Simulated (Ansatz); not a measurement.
# Cohesive energy of some cubic alkali halides

Method: LDA (PAW; Ansatz, an electronic-structure program). References are measured values corrected to a static lattice.

Values in eV/atom.

```
solid           reference   LDA  error (eV/atom)
--------------  ---------  ----  ---------------
CsCl-type CsCl       3.33  3.50            +0.17
rock-salt LiF        4.46  4.93            +0.47
rock-salt RbCl       3.32  3.47            +0.15
rock-salt KF         3.85  4.27            +0.42
rock-salt NaF        3.97  4.37            +0.40
rock-salt KCl        3.37  3.53            +0.16
rock-salt NaCl       3.34  3.49            +0.15
rock-salt LiCl       3.59  3.82            +0.23
```

Over these 8 solids the mean error is +0.27 eV/atom, the mean absolute error 0.27 eV/atom (median 0.20 eV/atom), and the worst case rock-salt LiF at +0.47 eV/atom; the value is above the reference in 8 of 8 cases.

All these references are brought to a static lattice.

Spin–orbit coupling is left out, also for the solids with elements from indium on (CsCl-type CsCl); its size isn't shown.

Differences are worked out from the printed values.

Free atoms are spin-polarised, in the lowest state found; at levels without +SOC their spin–orbit coupling is left out. Each level is taken at its own relaxed cell. Ansatz's density-functional and Hartree–Fock values are scalar-relativistic unless marked +SOC, with PAW data made under PBE.

Not in this set, of the alkali halides with a reference value in our tables and a result at some level: 5 for the spin–orbit terms of free Br, In, Sn, Te, I and atoms past barium, a cut that leaves lighter open-shell atoms' terms in the errors; 2 for sources at odds. These can be a level's best or worst cases. At least 5 more with a reference value are held back for tests. Solids without a released value at any level aren't counted. Layered and molecular crystals are counted apart.

References as tabulated in Mejia-Rodriguez and Trickey (2018), arXiv:1807.09216; Doll and Stoll (1997), arXiv:cond-mat/9707218; Doll and Stoll (1998), arXiv:cond-mat/9801031. Worked out here from the CRC Handbook's enthalpies at 298 K, with a Debye model for the thermal and zero-point parts: CsCl.
